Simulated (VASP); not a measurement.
Here is a VASP 6.6.1 calculation.

INCAR

```
SYSTEM = Cd
ALGO = Normal
EDIFF = 1E-6
ENCUT = 520
GGA = RP
GGA_COMPAT = .FALSE.
ISIF = 2
ISMEAR = 0
IVDW = 13
LASPH = .TRUE.
LCHARG = .FALSE.
LORBIT = 11
LREAL = .FALSE.
LSORBIT = .TRUE.
LWAVE = .FALSE.
MAGMOM = 0 0 0 0 0 0
NELM = 60
PREC = Accurate
SIGMA = 0.05
```

File KPOINTS:

```
k-points
0
G
  7 7 4
  0 0 0
```

The input POSCAR:

```
Cd
1.0
    2.9978240000      0.0321260000      0.0552480000
   -1.4710900000      2.5627500000     -0.0598620000
    0.1041890000     -0.0702000000      5.5876910000
Cd
2
Cartesian
    1.5863277501      0.8230173332      4.2076462500
    0.0445952499      1.7016586668      1.3754307500
```

The input KPOINTS_OPT:

```
path XGY,LGZ,NGM,RG
15
line-mode
reciprocal
 0.0000000000  0.0000000000 -0.5000000000  X
 0.0000000000  0.0000000000  0.0000000000  G

 0.0000000000  0.0000000000  0.0000000000  G
-0.5000000000  0.0000000000  0.0000000000  Y

-0.5000000000  0.0000000000 -0.5000000000  L
 0.0000000000  0.0000000000  0.0000000000  G

 0.0000000000  0.0000000000  0.0000000000  G
 0.0000000000  0.5000000000  0.0000000000  Z

 0.0000000000  0.5000000000 -0.5000000000  N
 0.0000000000  0.0000000000  0.0000000000  G

 0.0000000000  0.0000000000  0.0000000000  G
-0.5000000000  0.5000000000  0.0000000000  M

-0.5000000000  0.5000000000 -0.5000000000  R
 0.0000000000  0.0000000000  0.0000000000  G
```

Potentials or basis: VASP PAW PBE potentials, release 64 (Cd).

The run is started by

```sh
$ cat potpaw_PBE.64/Cd/POTCAR > POTCAR
$ mpirun -np 1 vasp_ncl > vasp.out
```

(1) Estimate the largest force.

(2) Predict the pressure.

(3) Predict the dispersion energy per atom.

Results:

(1) 0.004 eV/Å.

(2) 0.1 GPa.

(3) -0.794 eV.

Caveat: the PAW data sets were made with another functional, which shifts forces and pressure a little.
